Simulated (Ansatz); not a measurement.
# GeS (Pnma) at 2 levels of theory

One geometry, relaxed with PBE; plane waves with PAW potentials in Ansatz, scalar-relativistic. No spin polarisation. Gaps are the least over mesh and band path; pressure is positive in compression.

```
Ge S
1.0
    10.77404    0.00000    0.00000
     0.00000    3.66784    0.00000
     0.00000    0.00000    4.45128
Ge S
4 4
Cartesian
  1.3551 0.9170 2.8259
  9.4189 2.7509 1.6254
  4.0319 2.7509 0.6003
  6.7422 0.9170 3.8510
  9.1267 0.9170 0.0125
  1.6473 2.7509 4.4388
  7.0343 2.7509 2.2381
  3.7397 0.9170 2.2131
```

| level | cutoff (eV) | k mesh | gap (eV) | pressure (GPa) |
| --- | --- | --- | --- | --- |
| PBE | 420 | 4×8×6 | 1.24 | 0.0 |

Q: What comes out on the same cell with r2SCAN?

A:
```
 level  cutoff (eV)  k mesh  gap (eV)  pressure (GPa)
r2SCAN          500   4×8×6      1.45            -1.5
```

The cell holds layers, chains or molecules and no dispersion correction was added, so their binding is poorly described.

It was relaxed from a cell as deposited in COD.
